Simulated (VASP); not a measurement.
Set up this calculation in VASP 6.6.1, as the native input.

```
Task                   : relaxation of cell and atoms
Functional             : PBE
Potentials or basis    : VASP PAW PBE potentials, release 64 (Ca_sv)
Cutoff                 : 520 eV
k mesh                 : 13 × 13 × 7
Occupations            : gaussian, width 0.1 eV
Spin                   : no spin polarisation
Further INCAR settings : ALGO = Normal; EDIFF = 1e-07; IBRION = 2; POTIM = 0.3; EDIFFG = -0.005; NSW = 60; ISIF = 3
```

The structure of Ca lies in POSCAR:

```
Ca                                      
1.0
    3.8984997830     -0.0000000000     -0.0000000000
   -1.9492498915      3.3761998515     -0.0000000000
   -0.0000000000      0.0000000000      6.4355169689
  Ca            
     2
Direct
     0.3333333300000021    0.6666666699999979    0.2500000000000000
     0.6666666699999979    0.3333333300000021    0.7500000000000000
```

This isn't the form of Ca at room conditions, which is fcc.

The input as run:

INCAR

```
PREC     = Accurate       # precision mode
ENCUT    = 520            # plane-wave cutoff, eV
EDIFF    = 1E-7           # SCF threshold, eV
ISMEAR   = 0              # smearing method
SIGMA    = 0.1            # smearing width, eV
LREAL    = F              # projectors in reciprocal space
LASPH    = T              # aspherical terms in the spheres
NELM     = 120            # most SCF steps
ALGO     = Normal         # electronic algorithm
ISIF     = 3              # what is computed and relaxed
LWAVE    = F              # write WAVECAR
LCHARG   = F              # write CHGCAR
GGA      = PE             # functional
IBRION   = 2              # ionic algorithm
NSW      = 60             # ionic steps
EDIFFG   = -0.005         # ionic threshold
POTIM    = 0.3            # step
```

KPOINTS

```
Automatic mesh
0
Gamma
  13 13 7
```

Potentials or basis: VASP PAW PBE potentials, release 64 (Ca_sv).

Run with:

```console
$ cat potpaw_PBE.64/Ca_sv/POTCAR > POTCAR
$ mpirun -np 1 vasp_std > vasp.out
```

It gave:

```yaml
Pressure_after_relaxing: 0.0 GPa
Band_gap_on_the_k_mesh: none (metal or under the smearing width)
```

Caveat: the relaxation stopped at its first step, so nothing moved.

Wall time 33 s on 1 thread of Intel(R) Xeon(R) 6975P-C (Granite Rapids), with other jobs on the host, peak memory 0.24 GiB.
